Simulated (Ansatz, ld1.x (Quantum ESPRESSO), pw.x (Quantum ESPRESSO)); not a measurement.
**pw.x on fcc Ti: one setting changed**

Potential: norm-conserving Troullier–Martins (Kleinman–Bylander form), ld1.x (Quantum ESPRESSO) 7.5, PBE; core [Ar], reference 3d2 4s2 4p0; waves: 4s (bound): rc 2.75 bohr; 4p (bound, empty): rc 2.90 bohr; 3d (bound): rc 1.88 bohr; local part: all-electron potential smoothed inside 2.20 bohr (lloc = -2); core correction: a·sin(br)/r model core inside 1.45 bohr.

The reference run (k-mesh 14³, cutoffs 85/340 Ry, Fermi–Dirac 0.01 Ry, mixing_beta 0.4, conv_thr 1e-9, no spin) gives -0.66 GPa at 17.482 Å³/atom, where all-electron LAPW gives -0.10 GPa. This run, with its own iteration cap, changes degauss to 0.002.

```
&control
  calculation='scf', prefix='x', pseudo_dir='./', outdir='./tmp', tstress=.true., disk_io='none'
/
&system
  ibrav=0, nat=1, ntyp=1, ecutwfc=85, ecutrho=340, nbnd=9,
  occupations='smearing', smearing='fd', degauss=0.002
/
&electrons
  conv_thr=1e-09, mixing_beta=0.4, electron_maxstep=70
/
ATOMIC_SPECIES
Ti 1.0 Ti.UPF
CELL_PARAMETERS angstrom
  0.00000000 2.05993590 2.05993590
  2.05993590 0.00000000 2.05993590
  2.05993590 2.05993590 0.00000000
ATOMIC_POSITIONS crystal
Ti 0.0000 0.0000 0.0000
K_POINTS automatic
14 14 14 0 0 0
```

```bash
pw.x < Ti.scf.in > Ti.scf.out
```

Question: How does the run end?

Answer: It converges in 7 iterations; the free energy moves by +51.8 meV/atom and the pressure by -0.50 GPa. In a metal, with Fermi–Dirac smearing, F lies below its zero-width value by a term in the square of the width.

```
Message from routine setup:
     using ibrav=0 with symmetry is DISCOURAGED, use correct ibrav instead
     lattice parameter (alat)  =       5.5051  a.u.
     unit-cell volume          =     117.9744 (a.u.)^3
     number of electrons       =         4.00
     number of Kohn-Sham states=            9
     kinetic-energy cutoff     =      85.0000  Ry
     charge density cutoff     =     340.0000  Ry
     scf convergence threshold =      1.0E-09
     Exchange-correlation= PBE
     number of k points=   104  Fermi-Dirac smearing, width (Ry)=  0.0020
     iteration #  1     ecut=    85.00 Ry     beta= 0.40
     total energy              =     -13.20481134 Ry
     estimated scf accuracy    <       0.04029154 Ry
     iteration #  2     ecut=    85.00 Ry     beta= 0.40
     total energy              =     -13.20953017 Ry
     estimated scf accuracy    <       0.00142713 Ry
     iteration #  3     ecut=    85.00 Ry     beta= 0.40
     total energy              =     -13.20983733 Ry
     estimated scf accuracy    <       0.00013812 Ry
     iteration #  4     ecut=    85.00 Ry     beta= 0.40
     total energy              =     -13.20984091 Ry
     estimated scf accuracy    <       0.00002598 Ry
     iteration #  5     ecut=    85.00 Ry     beta= 0.40
     total energy              =     -13.20984664 Ry
     estimated scf accuracy    <       0.00000029 Ry
     iteration #  6     ecut=    85.00 Ry     beta= 0.40
     total energy              =     -13.20984673 Ry
     estimated scf accuracy    <       0.00000016 Ry
     iteration #  7     ecut=    85.00 Ry     beta= 0.40
     the Fermi energy is     8.0406 ev
!    total energy              =     -13.20984676 Ry
     estimated scf accuracy    <          6.3E-10 Ry
     smearing contrib. (-TS)   =      -0.00037887 Ry
     The total energy is F=E-TS. E is the sum of the following terms:
     one-electron contribution =       5.45281978 Ry
     hartree contribution      =       0.23371946 Ry
     xc contribution           =      -9.47356044 Ry
     ewald contribution        =      -9.42244669 Ry
     convergence has been achieved in   7 iterations
          total   stress  (Ry/bohr**3)                   (kbar)     P=      -11.58
     Message from routine punch:
     Nothing written, as per user request (disk_io='none')
```

The run took about 17 s on one core of a shared host (Neoverse-V1, 32 threads, 247 GiB, load 24).
